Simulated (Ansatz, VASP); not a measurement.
**SnH in two plane-wave programs**

One calculation is typed for both programs; each brings its own data sets. How far apart do they land? Of the first pair: The structure shown is the end of the Ansatz relaxation below.

Calculated with Ansatz 0.2.0; plane waves, with VASP 6.6.1 beside it; LDA.

**1. The structure**

The cell holds 4 atoms: 2 H and 2 Sn. Its edges and angles: a = 4.580 Å, b = 4.580 Å, c = 32.594 Å, α = 90.0°, β = 90.0°, γ = 120.0°. Vacuum lies along c.

**2. Ansatz: relaxation, LDA**

Ansatz runs on its PAW soft_1 files.

This run makes the geometry at which the two programs are then compared.

Input file input.yaml:

```yaml
crystal:
  lattice:
    - [4.5800359288, 0.0, 0.0]
    - [-2.2900179644, 3.9664274646, 0.0]
    - [0.0, 0.0, 32.593500429]
  atoms:
    - { symbol: H, position: [0.0, 0.0, 0.2014920523] }
    - { symbol: H, position: [0.3333333333, 0.6666666667, 0.3322570011] }
    - { symbol: Sn, position: [0.0, 0.0, 0.2542753976] }
    - { symbol: Sn, position: [0.3333333333, 0.6666666667, 0.2794736558] }
  periodic: [true, true, false]
kpoints:
  mp_grid: { grid: [6, 6, 1] }
hamiltonian:
  xc: lda
  pseudopotentials: { kind: paw, azcp: { folder: soft_1 }, xc_functional: pbe }
scf:
  occupations: { method: fixed }
output:
  forces: true
  stress: true
  eigenvalues: true
  write_density: true
  write_potential: true
  elf: true
  volumetric_format: npy
relax:
  adjacent_minimum: "off"
  f_tol: 0.001
  max_steps: 60
  cell: { stress_2d_tol: 0.002 }
```

The run is started by

```bash
$ ansatz run input.yaml --threads 4 --pin off --max-ram 16384MiB --backend cpu --events-out ev --progress --plain --runs-dir out
```

Numbers of over 12 decimals in the logs are rounded to 6 here.

What it wrote:

```text
Engine: ansatz 0.2.0, aarch64-unknown-linux-gnu
Pseudopotentials: kind: paw
Pseudopotential: H, paw, valence charge 1, recommended cutoff 420 eV (normal), soft_1/H.paw.azcp
Pseudopotential: Sn, paw, valence charge 14, recommended cutoff 420 eV (normal), soft_1/Sn.paw.azcp
Functional definition: SPW92
  exchange = slater_x
  correlation = pw_c
Crystal: 4 atoms, lattice volume = 592.106 Å³
Basis set: ecut = 420 eV, 11623 PW (Γ)
Bands: 19, of which v1, the nominal top of the filled ones, is band 15 counted from 1 (14 counted from 0)
Symmetry: 12 space group operations
Space group: P-3m1 (ITA 164), of the structure as read, at distance tolerance 8.4e-5 Å
k-points: 7 of 36
Non-local potential: H, projectors of the file, l = 0: 2, l = 1: 1
Non-local potential: Sn, projectors of the file, l = 0: 2, l = 1: 2, l = 2: 2, l = 3: 1
PAW form: soft (Blöchl's): semilocal exchange-correlation on the pseudo side does not see the compensation charge
PAW frozen core: Sn, regenerated for the run's functional, and the local potential with it (the file was generated under x = pbe(κ = 0.804, μ = 0.219515), c = pbe(β = 0.066725))
PAW one-centre angular grid: H, 110 points (default); XC on 64 Gauss nodes
PAW one-centre angular grid: Sn, 590 points (default); XC on 64 Gauss nodes
Initial density: superposition of atomic densities (neutral atoms: chi_scale 0, normalization atom)
Initial wavefunctions: pseudopotential atomic-orbital guess
Functional: x = slater, c = lda
SCF iter   1: F=—  HF=-11789.915362 eV  |F-HF|=—  |Δ(HF+E_count)|=         —  Δρ=1.61e-2  dr2=1.58e0  ethr=3.10e-3  ⟨swp⟩=6.4  Hψ=664  notcnv=0  defer=10
preconditioner: auto → Resta (q_TF=auto, 1.660 Å⁻¹)  ε∞=1.3  [insulator: Δε(μ)=0.751 eV  Ē_g=8.277 eV  n_scr=46 (ndim 8)  ℏωp=4.8 eV  f_vac=0.792  ε∞_Penn≈1.3  vacuum switching on, ρ_ref=5.0e-3 e/Å³]
SCF iter   2: F=—  HF=-11789.401655 eV  |F-HF|=—  |Δ(HF+E_count)|=   5.14e-1  Δρ=5.66e-3  dr2=2.23e-1  ethr=3.10e-3  ⟨swp⟩=2.9  Hψ=258  notcnv=0  defer=12
SCF iter   3: F=—  HF=-11789.322410 eV  |F-HF|=—  |Δ(HF+E_count)|=   7.92e-2  Δρ=1.04e-3  dr2=7.15e-3  ethr=7.42e-4  ⟨swp⟩=3.1  Hψ=225  notcnv=0  defer=12
SCF iter   4: F=—  HF=-11789.321031 eV  |F-HF|=—  |Δ(HF+E_count)|=   1.38e-3  Δρ=3.14e-4  dr2=2.83e-4  ethr=2.38e-5  ⟨swp⟩=3.7  Hψ=297  notcnv=0  defer=12
SCF iter   5: F=—  HF=-11789.321174 eV  |F-HF|=—  |Δ(HF+E_count)|=   1.44e-4  Δρ=6.48e-5  dr2=2.08e-5  ethr=9.42e-7  ⟨swp⟩=2.0  Hψ=253  notcnv=0  defer=12
SCF iter   6: F=—  HF=-11789.321171 eV  |F-HF|=—  |Δ(HF+E_count)|=   3.03e-6  Δρ=1.09e-5  dr2=3.83e-7  ethr=6.94e-8  ⟨swp⟩=3.0  Hψ=273  notcnv=0  defer=12
iter 7 did not close the SCF: its close was put off until two iterations running show no level that it waits for move by more than its bar (scf_convergence_deferred on its scf_iter line)
SCF iter   7: F=-11789.321171 eV  HF=-11789.321171 eV  |F-HF|=8.22e-9  |Δ(HF+E_count)|=   5.26e-8  Δρ=3.46e-6  dr2=4.32e-8  ethr=3.33e-10  ⟨swp⟩=28.1  Hψ=1759  notcnv=0
iter 8 did not close the SCF: its close was put off until two iterations running show no level that it waits for move by more than its bar (scf_convergence_deferred on its scf_iter line)
SCF iter   8: F=-11789.321171 eV  HF=-11789.321171 eV  |F-HF|=1.16e-9  |Δ(HF+E_count)|=   1.99e-8  Δρ=4.64e-7  dr2=1.21e-9  ethr=1.44e-10  ⟨swp⟩=8.7  Hψ=950  notcnv=0
SCF iter   9: F=-11789.321171 eV  HF=-11789.321171 eV  |F-HF|=7.46e-11  |Δ(HF+E_count)|=  5.66e-10  Δρ=1.22e-7  dr2=6.32e-11  ethr=4.03e-12  ⟨swp⟩=7.6  Hψ=881  notcnv=0
SCF 1 converged in 9 iterations: F = -11789.321171 eV  dr2 = 6.32e-11
  greatest PAW one-centre occupation: 0.991 electrons in one spin orbital (limit 2), on the Sn atom at site 3 (counted from 0), in its partial waves of l = 2
relax step   1: F+E_penalty+E_count = -11789.32117141 eV  Δ(F+E_penalty+E_count) = +0.000e0 eV  max|allowed force component| = 2.402e-3 eV/Å  Δτ_max = 0.0000 Å  P = -0.002 N/m  Ω = 592.106 Å³  fix = [c, alpha, beta]  reactions: c -0.000 N/m  (9 SCF iters, dr2 threshold 1.00e-7 eV, accepted)
[...]
relax step   3: F+E_penalty+E_count = -11789.32117353 eV  Δ(F+E_penalty+E_count) = -5.020e-7 eV  max|allowed force component| = 3.986e-4 eV/Å  Δτ_max = 0.0001 Å  P = +0.000 N/m  Ω = 592.056 Å³  energy of the carried Pulay correction = +1.619e-6 eV  fix = [c, alpha, beta]  reactions: c +0.000 N/m  (4 SCF iters, dr2 threshold 1.70e-10 eV, accepted)
[...]
relax step   4: F+E_penalty+E_count = -11789.32117029 eV  Δ(F+E_penalty+E_count) = +3.240e-6 eV  max|allowed force component| = 3.992e-4 eV/Å  Δτ_max = 0.0000 Å  P = +0.000 N/m  Ω = 592.056 Å³  fix = [c, alpha, beta]  reactions: c +0.000 N/m  stress off target by 5.83e-5 N/m on what of the cell is left free  SCF on the basis re-selected at this cell (its energy is not comparable with the rows above)  (9 SCF iters)
basis re-selected at this cell: Δ(F+E_penalty+E_count) = +3.240e-6 eV, ΔP = -0.000 N/m vs the last step (what re-selecting the basis moved, of the pressure what is left beyond the Pulay correction that the steps carried, after the strain that the cell walked since its last selection, with what the two solves' SCF thresholds leave and, on support functions, any second-order correction that the steps lacked; it is no m [...]
WARN: The output density's exchange-correlation potential varies sharply where the density is thin. Do not read a vacuum level from v_tot or v_xc, or from such a field of the output density. On a cell that repeats whose density bears no net charge and no dipole along the vacuum's axis use v_es (v_loc + v_h of the components); under efield.dipole_correction with no amplitude use v_es + v_field, which holds any externa [...]
SCF converged after 9 iterations
Free energy (F): -11789.321170 eV
Harris-Foulkes:  -11789.321170 eV  (|F-HF|=1.64e-11)
Internal energy: -11789.321170 eV  (E = F + TS)
E sigma→0 (E₀):  -11789.321170 eV
Fermi energy:    -5.040106 eV
--- Per-component energies (eV) ---
  E_band       = -610.390325
  E_kinetic    = 364.180705
  E_local      = -34841.355217  (includes V_loc(G=0)·N_el)
  E_nonlocal   = 300.280609
  E_hartree    = 17202.272489
  E_xc         = -265.738285
  E_vxc        = -182.935490  (∫ρ·V_xc dr)
  E_paw        = -8453.461718  (= ΣΔE_a)
  E_vpaw       = -655.104746  (= ΣTr[D̂ρ^β])
  E_aug_tail   = -0.001146  (compensation charges beyond the density's cutoff)
  E_ewald      = 13903.651610
  E_core_change = 0.849782  (= ΣΔE_core)
  E_smearing   = -0.000000  (= −TS)
  E_closure    = -0.000000  (closes the sum)
  Σ components = -11789.321170   (vs F -11789.321170, Δ=0.00e0)
--- Forces (eV/Å), atoms counted from 1 ---
  atom   1  H     -0.00000000     0.00000000    -0.00039921
  atom   2  H     -0.00000000    -0.00000000     0.00039921
  atom   3  Sn     0.00000000    -0.00000000    -0.00024116
  atom   4  Sn     0.00000000     0.00000000     0.00024116
  max |Σ_I F_I| component: 1.26e-19 eV/Å
--- 2D stress c σ (N/m, compression-positive) ---
        0.000058       0.000000       0.000000
       -0.000000       0.000058       0.000000
        0.000000       0.000000       0.000000
  P = ½ c Tr σ = 0.0001 N/m
--- Band table (eV; the first three rows and the last of 7) ---
  k-point 0: bands = [... 11 lower, -10.4645, -7.1876, -5.0401, -5.0401, -4.4064, -1.5343, -1.5343, -1.4872]
  k-point 1: bands = [... 11 lower, -10.5454, -7.2376, -6.7978, -5.4898, -3.1180, -1.4954 (-1.4954°), -1.3400, -0.7564]
  k-point 2: bands = [... 11 lower, -11.0964, -7.9732, -7.3659, -6.1171, -3.3231, -1.4049, -0.9728, 0.2787]
  k-point 6: bands = [... 11 lower, -12.4450, -7.7473, -7.7127, -7.7127, -1.2366, -1.1523, -1.1523, 0.5653]
  ° read free of the cell's end (the report's vacuum.weakly_bound_levels)
--- Relaxed structure (3 steps of the walk, 3 accepted, 1 SCFs on fresh bases) ---
  F+E_penalty+E_count = -11789.32117029 eV   max|allowed force component| = 3.992e-4 eV/Å   (the final SCF, on the basis selected at the relaxed cell)
  cell:  # Å, volume = 592.0555 Å³
    - [4.579841, 0.0, 0]
    - [-2.289921, 3.966259, 0]
    - [0, 0, 32.593500429]
  atoms:
    - { symbol: H, position: [9.251858539620035e-18, -5.08852219630634e-17, 0.201498] }
    - { symbol: H, position: [0.333333, 0.666667, 0.332251] }
    - { symbol: Sn, position: [9.251858539620035e-18, -5.08852219630634e-17, 0.254275] }
    - { symbol: Sn, position: [0.333333, 0.666667, 0.279474] }
```

Reading the cycles: dr2 is the Hartree energy of the density residual (eV), the measure of convergence; HF is the Harris–Foulkes estimate of the energy, which meets the free energy F at convergence.

**3. VASP: single point, LDA, relaxed cell, pair 1**

The same cell, functional (in two slightly different forms) and mesh now go to VASP, with its own data sets.

Lines of VASP's logs that name or quote its potential files are left out, and so is its time.

Input file INCAR:

```
SYSTEM = SnH
PREC = Accurate
ENCUT = 400
EDIFF = 1E-06
NELM = 120
ISMEAR = 0
SIGMA = 0.01
LREAL = .FALSE.
ALGO = Normal
GGA = PW92
NBANDS = 21
LORBIT = 11
LWAVE = .FALSE.
LCHARG = .FALSE.
ISIF = 2
LDIPOL = .TRUE.
IDIPOL = 3
DIPOL = 0.5 0.5 0.267
LVHAR = .TRUE.
LASPH = .TRUE.
GGA_COMPAT = .FALSE.
EFERMI = MIDGAP
NELMDL = -8
KPAR = 2
```

Input file POSCAR:

```
SnH
1.0
    4.5798410765      0.0000000000      0.0000000000
   -2.2899205382      3.9662587175      0.0000000000
    0.0000000000      0.0000000000     32.5935004290
H Sn
2 2
Direct
    0.9999999999      1.0000000000      0.2014981378
    0.3333333333      0.6666666666      0.3322509156
    0.9999999999      1.0000000000      0.2542748529
    0.3333333333      0.6666666666      0.2794742005
```

Input file KPOINTS:

```
Automatic mesh
0
Gamma
6 6 1
0 0 0
```

The projector-augmented-wave data sets are H and Sn_d (LDA family, release 64).

The run is started by

```bash
$ mpirun -np 2 vasp_std
```

What it wrote:

```text
[banner, memory and clock lines left out]
running    2 mpi-ranks, on    1 nodes
 distrk:  each k-point on    1 cores,    2 groups
 distr:  one band on    1 cores,    1 groups

 POSCAR found type information on POSCAR H Sn
 POSCAR found :  2 types and       4 ions
|                                                                             |
|               ----> ADVICE to this user running VASP <----                  |
|                                                                             |
|     You enforced a specific xc type in the INCAR file but a different       |
|     [... a line on the potential file left out ...]
|     I HOPE YOU KNOW WHAT YOU ARE DOING!                                     |
|                                                                             |

 LDA part: xc-table for (Slater(with rela. corr.)+PW92), standard interpolation
 POSCAR, INCAR and KPOINTS ok, starting setup
 FFT: planning ... GRIDC
 FFT: planning ... GRID_SOFT
 FFT: planning ... GRID
 WAVECAR not read
 entering main loop
       N       E                     dE             d eps       ncg     rms          rms(c)
DAV:   1     0.143550229006E+03    0.14355E+03   -0.11894E+04   430   0.838E+02
DAV:   2    -0.322908438374E+01   -0.14678E+03   -0.14503E+03   377   0.240E+02
DAV:   3    -0.151153586667E+02   -0.11886E+02   -0.11850E+02   344   0.864E+01
DAV:   4    -0.155225152638E+02   -0.40716E+00   -0.40693E+00   354   0.194E+01
DAV:   5    -0.155441462479E+02   -0.21631E-01   -0.21630E-01   403   0.377E+00
DAV:   6    -0.155447714478E+02   -0.62520E-03   -0.62520E-03   419   0.665E-01
DAV:   7    -0.155447889684E+02   -0.17521E-04   -0.17521E-04   454   0.813E-02
DAV:   8    -0.155447893219E+02   -0.35353E-06   -0.35329E-06   352   0.133E-02    0.546E+00
DAV:   9    -0.150254034467E+02    0.51939E+00   -0.29466E-01   380   0.444E+00    0.297E+00
DAV:  10    -0.148467182921E+02    0.17869E+00   -0.62171E-01   364   0.447E+00    0.526E-01
DAV:  11    -0.148418023229E+02    0.49160E-02   -0.85560E-02   368   0.258E+00    0.201E-01
DAV:  12    -0.148413367834E+02    0.46554E-03   -0.80462E-03   384   0.531E-01    0.112E-01
DAV:  13    -0.148413224261E+02    0.14357E-04   -0.16393E-03   411   0.222E-01    0.697E-02
DAV:  14    -0.148414344450E+02   -0.11202E-03   -0.80211E-04   374   0.206E-01    0.338E-02
[...]
DAV:  19    -0.148431793279E+02   -0.30061E-04   -0.65529E-06   330   0.147E-02    0.541E-03
DAV:  20    -0.148432786895E+02   -0.99362E-04   -0.46188E-06   263   0.116E-02    0.184E-03
DAV:  21    -0.148433258868E+02   -0.47197E-04   -0.29204E-06   289   0.860E-03    0.209E-03
DAV:  22    -0.148433448868E+02   -0.19000E-04   -0.49414E-07   281   0.522E-03    0.123E-03
DAV:  23    -0.148433553014E+02   -0.10415E-04   -0.37373E-07   279   0.365E-03    0.668E-04
DAV:  24    -0.148433581656E+02   -0.28642E-05   -0.95980E-08   264   0.172E-03    0.454E-04
DAV:  25    -0.148433612131E+02   -0.30475E-05   -0.77038E-08   250   0.102E-03    0.107E-04
DAV:  26    -0.148433614646E+02   -0.25152E-06   -0.41741E-09   242   0.479E-04
   1 F= -.14843361E+02 E0= -.14843361E+02  d E =0.000000E+00
```

From OUTCAR (step 3):

```text
ion  position               nearest neighbor table
   1  1.000  0.000  0.201-   3 1.72
   2  0.333  0.667  0.332-   4 1.72
   3  1.000  0.000  0.254-   1 1.72   4 2.77   4 2.77   4 2.77
   4  0.333  0.667  0.279-   2 1.72   3 2.77   3 2.77   3 2.77

  LATTYP: Found a hexagonal cell.
 ALAT       =     4.5798410765
 C/A-ratio  =     7.1167317565

 Subroutine GETGRP returns: Found 12 space group operations
 (whereof  6 operations were pure point group operations)

The static configuration has the point symmetry C_3v.
 The point group associated with its full space group is D_3d.

 Found      7 irreducible k-points:

   k-points           NKPTS =      7   k-points in BZ     NKDIM =      7   number of bands    NBANDS=     21

   dimension x,y,z NGX =    30 NGY =   30 NGZ =  216
   dimension x,y,z NGXF=    60 NGYF=   60 NGZF=  432

   ENCUT  =  400.0 eV  29.40 Ry    5.42 a.u.   7.47  7.47 53.15*2*pi/ulx,y,z

   NELECT =      30.0000    total number of electrons

 k-points in reciprocal lattice and weights: Automatic mesh
   0.00000000  0.00000000  0.00000000       0.028
   0.16666667 -0.00000000  0.00000000       0.167
   0.33333333  0.00000000  0.00000000       0.167
   0.50000000 -0.00000000  0.00000000       0.083
   0.16666667  0.16666667  0.00000000       0.167
   0.33333333  0.16666667  0.00000000       0.333
   0.33333333  0.33333333  0.00000000       0.056

 dipolmoment           0.000000      0.000000     -0.000000 electrons x Angstroem

 average (electrostatic) potential at core
       1 -39.6743       2 -39.6744       3-110.0172       4-110.0172

 E-fermi :  -3.5104

 k-point     1 :       0.0000    0.0000    0.0000
  band No.  band energies     occupation
    ...
     11     -13.4758      2.00000
     12      -9.2478      2.00000
     13      -5.9824      2.00000
     14      -3.8426      2.00000
     15      -3.8426      2.00000
     16      -3.1783      0.00000
     17      -0.3381      0.00000
     18      -0.3381      0.00000
     19      -0.2820      0.00000
     20       0.5481      0.00000
    ...

 k-point     2 :       0.1667   -0.0000    0.0000
  band No.  band energies     occupation
    ...
     11     -13.2406      2.00000
     12      -9.3264      2.00000
     13      -6.0328      2.00000
     14      -5.5927      2.00000
     15      -4.2927      2.00000
     16      -1.9048      0.00000
     17      -0.2865      0.00000
     18      -0.1384      0.00000
     19       0.4410      0.00000
     20       0.8833      0.00000
    ...

 k-point     3 :       0.3333    0.0000    0.0000
  band No.  band energies     occupation
    ...
     11     -12.5803      2.00000
     12      -9.8740      2.00000
     13      -6.7723      2.00000
     14      -6.1614      2.00000
     15      -4.9203      2.00000
     16      -2.1143      0.00000
     17      -0.1986      0.00000
     18       0.2272      0.00000
     19       1.4820      0.00000
     20       1.5590      0.00000
    ...

  Total       -0.0823536     -0.0823536     -0.0842274     -0.0000000      0.0000000      0.0000000
  in kB       -0.2228592     -0.2228592     -0.2279300     -0.0000000      0.0000000      0.0000000
  external PRESSURE =      -0.2245495 kB  Pullay stress =       0.0000000 kB

  energy-cutoff  :      400.00
  volume of cell :      592.06
      direct lattice vectors                 reciprocal lattice vectors
     4.579841077  0.000000000  0.000000000     0.218348188  0.126063385  0.000000000
    -2.289920538  3.966258718  0.000000000     0.000000000  0.252126770  0.000000000
     0.000000000  0.000000000 32.593500429     0.000000000  0.000000000  0.030680964

 POSITION                                       TOTAL-FORCE (eV/Angst)
 -----------------------------------------------------------------------------------
      4.57984      0.00000      6.56753        -0.000000      0.000000     -0.006558
      0.00000      2.64417     10.82922        -0.000000      0.000000      0.006558
      4.57984      0.00000      8.28771         0.000000     -0.000000     -0.008217
      0.00000      2.64417      9.10904        -0.000000      0.000000      0.008217
 -----------------------------------------------------------------------------------
    total drift:                               -0.000000     -0.000000      0.000118

  FREE ENERGIE OF THE ION-ELECTRON SYSTEM (eV)
  ---------------------------------------------------
  free  energy   TOTEN  =       -14.8433614646 eV

  energy  without entropy=      -14.8433614646  energy(sigma->0) =      -14.84336146

 vacuum level on the upper side and lower side of the slab         1.201         1.201

 total charge
# of ion       s       p       d       tot
------------------------------------------
    1        0.499   0.009   0.000   0.508
    2        0.499   0.009   0.000   0.508
    3        1.131   1.348   9.983  12.463
    4        1.131   1.348   9.983  12.463
--------------------------------------------------
tot          3.260   2.716  19.967  25.943

[... 3 further parts left out ...]
```

The run ends at a pressure of -0.02 GPa, with forces up to 0.0082 eV/Å.

**4. Comparison**

Known differences besides the potentials themselves: fixed occupations in Ansatz, narrow Gaussian smearing in VASP; Ansatz cuts the interaction across the vacuum, VASP repeats the sheet with a dipole correction (LDIPOL); the cutoff is 420 eV in Ansatz and 400 eV in VASP; VASP's log shows a relativistic correction to its local exchange, Ansatz's none. Total energies have different zeros and are not compared.

Compared:

```csv
quantity,Ansatz,VASP,difference
gap on the k mesh (eV),0.634,0.664,-0.031
```

The largest component of a force difference here is 8 meV/Å. A gap on the mesh is an upper bound, since the band edges may lie between its points. Where the cell holds vacuum, a pressure given here is an average over it and none of the material.

**5. Ansatz: relaxation, LDA**

The two programs are compared at the cell with which this relaxation starts, whose forces are those of its first step.

The structure compared here is the start of the Ansatz relaxation; VASP solves that cell, so the two are compared at the walk's first step.

input.yaml, the sections that differ from step 2:

```yaml
crystal:
  lattice:
    - [4.58912, 0.0, 0.0]
    - [-2.29456, 3.9743, 0.0]
    - [0.0, 0.0, 17.39675]
  atoms:
    - { symbol: H, position: [0.0, 0.0, 0.373633] }
    - { symbol: H, position: [0.333333, 0.666667, 0.626367] }
    - { symbol: Sn, position: [0.0, 0.0, 0.473077] }
    - { symbol: Sn, position: [0.333333, 0.666667, 0.526923] }
  periodic: [true, true, false]
scf:
  occupations: { method: gaussian, width: 0.02 }
relax:
  adjacent_minimum: "off"
  f_tol: 0.005
  max_steps: 80
  cell: { stress_2d_tol: 0.02 }
# kpoints, hamiltonian, output: as in step 2
```

The run is started by

```bash
$ ansatz run input.yaml --threads 4 --pin off --max-ram 16384MiB --backend cpu --events-out ev --progress --plain --runs-dir out
```

What it wrote:

```text
[...]
cell:  # Å, volume = 592.1059 Å³
    - [4.580036, 0.0, 0]
    - [-2.290018, 3.966427, 0]
    - [0, 0, 32.593500429]
  atoms:
    - { symbol: H, position: [-8.938365069957145e-18, -6.413603165588902e-17, 0.201492] }
    - { symbol: H, position: [0.333333, 0.666667, 0.332257] }
    - { symbol: Sn, position: [-8.983100393518683e-18, -6.42255023030121e-17, 0.254275] }
    - { symbol: Sn, position: [0.333333, 0.666667, 0.279474] }
[key lines of the parts left out:]
SCF converged after 7 iterations
Free energy (F): -11789.321171 eV
Fermi energy:    -4.723805 eV
P = ½ c Tr σ = -0.0020 N/m
```

(Continued in part 2 of 2.)

[Lines on the potential files, build, host, timing and source positions are cut from VASP's logs without a mark.]

[Logs are printed without paths, hosts, clocks, repeated set-up lines and the standing remarks that a program may print on its own settings, such as how far it seeks lower states.]

[Hosts, paths, dates, database ids (printed as entryN), source tags and the programs' standing remarks are cut or masked in the printed files.]
